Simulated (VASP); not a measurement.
CuAu:

```xyz
2
Lattice="2.8107 0.0000 0.0000 0.0000 2.8107 0.0000 0.0000 0.0000 3.6850" Properties=species:S:1:pos:R:3 pbc="T T T"
Au    0.0000    0.0000    0.0000
Cu    1.4054    1.4054    1.8425
```

```yaml
Program: VASP 6.6.1
Task: relaxation of cell and atoms
Functional: LDA
Potentials_or_basis: VASP PAW LDA potentials, release 64 (Au, Cu)
Cutoff: 600 eV
k_mesh: 8 × 8 × 6
Occupations: fermi-dirac, width 0.05 eV
Spin: no spin polarisation
```

At the start: pressure -8.1 GPa; volume 14.56 Å³/atom.

Task: Where does the relaxation end?

Result: Over 20 steps the energy falls by 28.7 meV/atom and the volume is 13.79 Å³/atom (-5.3 %); space group P4/mmm (No. 123, to 0.05 Å).

The path:
| step | energy change (eV) | largest force (eV/Å) | pressure (GPa) | volume (Å³) |
| --- | --- | --- | --- | --- |
| 1 | 0.0000 | 0.0000 | -8.08 | 29.11 |
| 2 | 0.0226 | 0.0000 | 12.95 | 26.13 |
| 3 | -0.0370 | 0.0000 | -0.03 | 27.74 |
| 4 | -0.0370 | 0.0000 | 0.17 | 27.71 |
| 5 | -0.0392 | 0.0000 | 0.16 | 27.71 |
| 6 | -0.0436 | 0.0000 | 0.13 | 27.70 |
| 7 | -0.0468 | 0.0000 | 0.20 | 27.63 |
| 8 | -0.0516 | 0.0000 | 1.81 | 27.34 |
| 9 | 0.0731 | 0.0000 | 13.60 | 26.09 |
| 10 | -0.0537 | 0.0000 | 2.54 | 27.23 |
| 11 | -0.0247 | 0.0000 | 6.70 | 26.75 |
| 12 | -0.0535 | 0.0000 | 3.05 | 27.16 |
| 13 | -0.0551 | 0.0000 | 2.33 | 27.26 |
| 14 | -0.0566 | 0.0000 | 0.94 | 27.45 |
| 15 | -0.0566 | 0.0000 | 0.69 | 27.49 |
| 16 | -0.0568 | 0.0000 | 0.68 | 27.50 |
| 17 | -0.0571 | 0.0000 | 0.43 | 27.52 |
| 18 | -0.0575 | 0.0000 | 0.06 | 27.58 |
| 19 | -0.0575 | 0.0000 | 0.09 | 27.57 |
| 20 | -0.0575 | 0.0000 | 0.05 | 27.58 |

Final structure:
```yaml
crystal:
  lattice:
    - [3.00118, 0.00000, 0.00000]
    - [0.00000, 3.00118, 0.00000]
    - [0.00000, 0.00000, 3.06242]
  atoms:
    - { symbol: Au, position: [0.00000, 0.00000, 0.00000] }
    - { symbol: Cu, position: [0.50000, 0.50000, 0.50000] }
```
